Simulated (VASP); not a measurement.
HfS2:

```
Hf S
1.0
     3.63966    0.00000    0.00000
    -1.81983    3.15204    0.00000
     0.00000    0.00000    6.05556
Hf S
1 2
Cartesian
  0.0000 0.0000 0.0000
  1.8198 1.0507 4.6262
  0.0000 2.1014 1.4294
```

The cell is a database's computed one.

```yaml
Program: VASP 6.6.1
Task: relaxation of cell and atoms
Functional: PBE
Dispersion: D3(BJ)
Potentials_or_basis: VASP PAW PBE potentials, release 64 (Hf_pv, S)
Cutoff: 600 eV
k_mesh: 9 × 9 × 5
Occupations: gaussian, width 0.03 eV
Spin: no spin polarisation
```

At the start: pressure -1.0 GPa; volume 23.16 Å³/atom.

Task: Where does the relaxation end?

Result: Over 13 steps the energy falls by 9.9 meV/atom and the volume is 21.55 Å³/atom (-6.9 %); space group P-3m1 (No. 164, to 0.05 Å).

The path:
```csv
step,energy change (eV),largest force (eV/Å),pressure (GPa),volume (Å³)
1,0.0000,0.1620,-1.05,69.47
2,-0.0063,0.3158,0.69,67.96
3,-0.0064,0.2992,0.54,68.12
4,-0.0120,0.1578,0.15,67.80
5,-0.0134,0.0495,-0.13,67.56
6,-0.0167,0.0398,-0.23,67.30
7,-0.0244,0.0082,-0.52,66.52
8,-0.0259,0.0638,-0.91,64.92
9,-0.0279,0.0192,-0.73,65.70
10,-0.0287,0.1172,0.54,64.57
11,-0.0292,0.0652,0.06,64.99
12,-0.0296,0.0379,0.03,64.84
13,-0.0298,0.0014,0.02,64.65
```

Final structure:
```
Hf S
1.0
     3.59684    0.00000    0.00000
    -1.79842    3.11495    0.00000
     0.00000    0.00000    5.77000
Hf S
1 2
Direct
  0.00000 0.00000 0.00000
  0.66667 0.33333 0.74784
  0.33333 0.66667 0.25216
```
